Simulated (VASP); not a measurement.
# Na (P6_3/mmc) in VASP: further runs, part 2 of 2

VASP 6.6.1. The steps go on from the part before.

### Step 4. Single point, PBE

INCAR

```
SYSTEM = Na
PREC     = Accurate       ! precision mode
ENCUT    = 520            ! plane-wave cutoff, eV
EDIFF    = 1E-6           ! SCF threshold, eV
ISMEAR   = 0              ! smearing method
SIGMA    = 0.2            ! smearing width, eV
LREAL    = .FALSE.        ! projectors in reciprocal space
LASPH    = .TRUE.         ! aspherical terms in the spheres
NELM     = 100            ! most SCF steps
ALGO     = Normal         ! electronic algorithm
ISIF     = 2              ! what is computed and relaxed
LWAVE    = .FALSE.        ! write WAVECAR
LCHARG   = .FALSE.        ! write CHGCAR
GGA      = PE             ! functional
NBANDS   = 14             ! bands
ADDGRID  = .FALSE.
```

KPOINTS

```
regular mesh
0
G
  5 5 3
  0 0 0
```

POSCAR

```
Na
1.0
    3.7670000000      0.0000000000      0.0000000000
   -1.8835000000      3.2623176961      0.0000000000
    0.0000000000      0.0000000000      6.1540000000
Na
2
Direct
    0.6607270000      0.3253030000      0.7651560000
    0.3322080000      0.6634530000      0.2738460000
```

Potentials or basis: VASP PAW PBE potentials, release 64 (Na_pv).

Launch:

```bash
cat potpaw_PBE.64/Na_pv/POTCAR > POTCAR
mpirun -np 1 vasp_std > vasp.out
```

OUTCAR:

```text
SYSTEM = Na
   PREC = Accurate
   ENCUT = 520
   EDIFF = 1E-6
   ISMEAR = 0
   LREAL = .FALSE.
   LASPH = .TRUE.
   NELM = 100
   ISIF = 2
   GGA = PE

 Found     38 irreducible k-points:

 Following reciprocal coordinates:
            Coordinates               Weight
  0.000000  0.000000  0.000000      1.000000
  0.200000 -0.000000  0.000000      2.000000
  0.000000  0.200000  0.000000      2.000000
 -0.200000  0.200000  0.000000      2.000000
  0.400000 -0.000000  0.000000      2.000000
  0.000000  0.400000  0.000000      2.000000
   k-points           NKPTS =     38   k-points in BZ     NKDIM =     38   number of bands    NBANDS=     14
   number of dos      NEDOS =    301   number of ions     NIONS =      2
   total plane-waves  NPLWV =  37632
   dimension x,y,z NGX =    28 NGY =   28 NGZ =   48
   dimension x,y,z NGXF=    56 NGYF=   56 NGZF=   96
   ions per type =               2
   NGX,Y,Z   is equivalent  to a cutoff of  12.36, 12.36, 12.97 a.u.
   NGXF,Y,Z  is equivalent  to a cutoff of  24.71, 24.71, 25.93 a.u.
 SYSTEM =  Na
   PREC   = accura    normal or accurate (medium, high low for compatibility)
   ISTART =      0    job   : 0-new  1-cont  2-samecut
   ICHARG =      2    charge: 1-file 2-atom 10-const
   ISPIN  =      1    spin polarized calculation?
   LNONCOLLINEAR =      F non collinear calculations
   LSORBIT =      F    spin-orbit coupling
   LASPH  =      T    aspherical Exc in radial PAW
   ENCUT  =  520.0 eV  38.22 Ry    6.18 a.u.   7.00  7.00 11.44*2*pi/ulx,y,z
   NELM   =    100;   NELMIN=  2; NELMDL= -5     # of ELM steps
   EDIFF  = 0.1E-05   stopping-criterion for ELM
   LREAL  =      F    real-space projection
   EDIFFG = 0.1E-04   stopping-criterion for IOM
   NSW    =      0    number of steps for IOM
   IBRION =     -1    ionic relax: 0-MD 1-quasi-New 2-CG
   NFREE  =      0    steps in history (QN), initial steepest desc. (CG)
   ISIF   =      2    stress and relaxation
   ISYM   =      2    0-nonsym 1-usesym 2-fastsym
   POTIM  = 0.5000    time-step for ionic-motion
   TEBEG  =    0.0;   TEEND  =   0.0 temperature during run
   PSTRESS=    0.0 pullay stress
   NELECT =      14.0000    total number of electrons
   NUPDOWN=      -1.0000    fix difference up-down
   EMIN   =  10.00;   EMAX   =-10.00  energy-range for DOS
   EFERMI =   0.00;   METHOD = LEGACY
   ISMEAR =     0;   SIGMA  =   0.20  broadening in eV -4-tet -1-fermi 0-gaus
   EFERMI_NEDOS =   21; number of points for ismear=-14 and -15
   IALGO  =     38    algorithm
   IMIX   =      4    mixing-type and parameters
     AMIX     =   0.40;   BMIX     =  1.00
     AMIX_MAG =   1.60;   BMIX_MAG =  1.00
[... 20 lines left out ...]
  ---------------------------------------------------
  ext. energy  EPLUGINS =         0.00000000
  ---------------------------------------------------
  free energy    TOTEN  =        -2.69400505 eV

  energy without entropy =       -2.67749058  energy(sigma->0) =       -2.68574782

 E-fermi :   0.4370     XC(G=0):  -6.4497

 val. band max:       -0.2420125895   @ k =   0.4000  -0.0000   0.3333
 cond. band min:       0.4979917585   @ k =  -0.2000   0.4000   0.3333
 fundamental gap:      0.7400043479
 Fermi energy:         0.4369880975

 k-point     1 :       0.0000    0.0000    0.0000
  band No.  band energies     occupation
      1     -24.6724      2.00000
      2     -24.6448      2.00000
      3     -24.6445      2.00000
      4     -24.6401      2.00000
      5     -24.6400      2.00000
      6     -24.6398      2.00000
      7      -2.9655      2.00000
      8       0.8250      0.00608
      9       1.2092      0.00000
     10      10.1403      0.00000
     11      10.1482      0.00000
     12      10.4767      0.00000
     13      10.4904      0.00000
     14      10.6405      0.00000
[... 71 lines left out ...]
      1     -24.6673      2.00000
      2     -24.6628      2.00000
      3     -24.6596      2.00000
      4     -24.6513      2.00000
      5     -24.6462      2.00000
      6     -24.6441      2.00000
      7      -0.6768      2.00000
      8       2.0074      0.00000
      9       2.9160      0.00000
     10       3.5922      0.00000
     11       5.5564      0.00000
     12       5.9787      0.00000
     13       7.4380      0.00000
     14       8.4601      0.00000

 [... further k-points ...]

------------------------ aborting loop because EDIFF is reached ----------------------------------------

  FORCE on cell =-STRESS in cart. coord.  units (eV):
  Direction    XX          YY          ZZ          XY          YZ          ZX
  --------------------------------------------------------------------------------------
  -------------------------------------------------------------------------------------
  Total       -0.1151309     -0.1048462     -0.0625981     -0.0033008      0.0003737      0.0003964
  in kB       -2.4390631     -2.2211816     -1.3261481     -0.0699287      0.0079160      0.0083982
  external PRESSURE =      -1.9954643 kB  Pullay stress =       0.0000000 kB

 VOLUME and BASIS-vectors are now :
 -----------------------------------------------------------------------------
  energy-cutoff  :      520.00
  volume of cell :       75.63
      direct lattice vectors                 reciprocal lattice vectors
     3.767000000  0.000000000  0.000000000     0.265463233  0.153265269  0.000000000
    -1.883500000  3.262317696  0.000000000     0.000000000  0.306530538  0.000000000
     0.000000000  0.000000000  6.154000000     0.000000000  0.000000000  0.162495938

 POSITION                                       TOTAL-FORCE (eV/Angst)
 -----------------------------------------------------------------------------------
      1.87625      1.06124      4.70877         0.000932      0.002274      0.034502
      0.00181      2.16439      1.68525        -0.000932     -0.002274     -0.034502
 -----------------------------------------------------------------------------------
    total drift:                               -0.000048      0.000082     -0.000053

  FREE ENERGIE OF THE ION-ELECTRON SYSTEM (eV)
  ---------------------------------------------------
  free  energy   TOTEN  =        -2.6940050535 eV

  energy  without entropy=       -2.6774905803  energy(sigma->0) =       -2.68574782
```

OSZICAR:

```text
N       E                     dE             d eps       ncg     rms          rms(c)
DAV:   1     0.983874849717E+02    0.98387E+02   -0.75514E+03  1064   0.951E+02
DAV:   2     0.114705670709E+01   -0.97240E+02   -0.96293E+02  1106   0.274E+02
DAV:   3    -0.264294907373E+01   -0.37900E+01   -0.37874E+01  1352   0.619E+01
DAV:   4    -0.269436912024E+01   -0.51420E-01   -0.51419E-01  1142   0.774E+00
DAV:   5    -0.269552405012E+01   -0.11549E-02   -0.11549E-02  1394   0.119E+00    0.285E-01
DAV:   6    -0.269461702502E+01    0.90703E-03   -0.12466E-03  1258   0.395E-01    0.191E-01
DAV:   7    -0.269402517340E+01    0.59185E-03   -0.21915E-03  1480   0.448E-01    0.262E-02
DAV:   8    -0.269400549431E+01    0.19679E-04   -0.20005E-04  1292   0.200E-01    0.520E-03
DAV:   9    -0.269400505353E+01    0.44079E-06   -0.63620E-06  1280   0.401E-02
   1 F= -.26940051E+01 E0= -.26857478E+01  d E =-.165145E-01
```

stdout:

```text
POSCAR found type information on POSCAR Na
 POSCAR found :  1 types and       2 ions
 scaLAPACK will be used
 LDA part: xc-table for (Slater+PW92), standard interpolation
 POSCAR, INCAR and KPOINTS ok, starting setup
 FFT: planning ... GRIDC
 FFT: planning ... GRID_SOFT
 FFT: planning ... GRID
 WAVECAR not read
 entering main loop
```

Run time: 16 s. Hardware: 1 thread of Intel Xeon Platinum 8488C (Sapphire Rapids), shared host; peak memory 0.18 GiB.

The run converged, but some of its settings lie outside the range that counts as converged, so its numbers aren't taken as properties of the crystal.

Results:

| Property | Result |
| --- | --- |
| Free energy | -2.6940 eV |
| Pressure | -0.2 GPa |
| Largest force | 0.035 eV/Å |
| Band gap on the k mesh | none (metal or under the smearing width) |

Caveat: the k mesh is coarse (spacing up to 0.39 Å⁻¹), so the values aren't converged.

### Step 5. For comparison

An earlier run on the cell as given: functional PBE; potentials or basis VASP PAW PBE potentials, release 64 (Na_pv); cutoff 520 eV; k mesh 8 × 8 × 5; occupations fermi-dirac, width 0.05 eV; no spin polarisation.

* Pressure: -0.2 GPa
* Band gap on the k mesh: none (metal or under the smearing width)
